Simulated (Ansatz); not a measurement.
# ZrO2: the cost of one run

Program: Ansatz 0.2.0. Level of theory: DFT PBE, scalar-relativistic, plane waves, PAW. These are calculated values, not measurements.

## (1) The starting structure

Symmetry: Fm-3m, No. 225, cubic system. The conventional cell has a = 5.116 Å, b = 5.116 Å, c = 5.116 Å, α = 90.00°, β = 90.00°, γ = 90.00°. Zr (site symmetry m-3m) is surrounded by 8 O at 2.22 Å. Around O (site symmetry -43m) lie 4 Zr at 2.22 Å.

As a file:

```cif
data_structure
_symmetry_space_group_name_H-M 'Fm-3m'
_symmetry_Int_Tables_number 225
_cell_length_a 5.1159
_cell_length_b 5.1159
_cell_length_c 5.1159
_cell_angle_alpha 90.000
_cell_angle_beta 90.000
_cell_angle_gamma 90.000
_cell_volume 133.90
loop_
_atom_site_label
_atom_site_type_symbol
_atom_site_symmetry_multiplicity
_atom_site_Wyckoff_symbol
_atom_site_fract_x
_atom_site_fract_y
_atom_site_fract_z
_atom_site_occupancy
Zr1 Zr 4 a 0.00000 0.00000 0.00000 1
O1 O 8 c 0.25000 0.75000 0.75000 1
```

It is the end of an earlier relaxation with the same method, from a generated guess; it needn't be the stable form of this composition. At a tolerance of 0.02 Å it has space group Fm-3m (No. 225); it has 11.16 Å³/atom, an uncorrected energy of -3.35 eV/atom over the elements and, on its mesh, gap 3.32 eV.

## (2) Band edges anywhere in the zone

input.yaml

```yaml
crystal:
  lattice:
    - [0.0, 2.5579477472, 2.5579477472]
    - [2.5579477472, 0.0, 2.5579477472]
    - [2.5579477472, 2.5579477472, 0.0]
  atoms:
    - { symbol: Zr, position: [0.0, 0.0, 0.0] }
    - { symbol: O, position: [0.25, 0.25, 0.25] }
    - { symbol: O, position: [0.75, 0.75, 0.75] }
basis:
  ecutwfc: 420
kpoints:
  mp_grid: { grid: [8, 8, 8] }
  band_path: { path: [VBM, CBM], npoints: 2 }
hamiltonian:
  xc: pbe
scf:
  occupations: { method: gaussian, width: 0.02 }
output:
  forces: false
  stress: false
  eigenvalues: true
checkpoint:
  read: start.run
  write: ck
  compress: false
  write_wavefunctions: false
  write_every: 100000
```

Launch:

```
> ansatz run input.yaml --threads 1 --pin off --max-ram 2048MiB --backend cpu --events-out ev --progress --plain --runs-dir out
```

Q: Estimate wall time and peak memory on 1 thread of Arm Neoverse N1, shared host.

About 3.1 s, with a peak of 0.25 GiB.
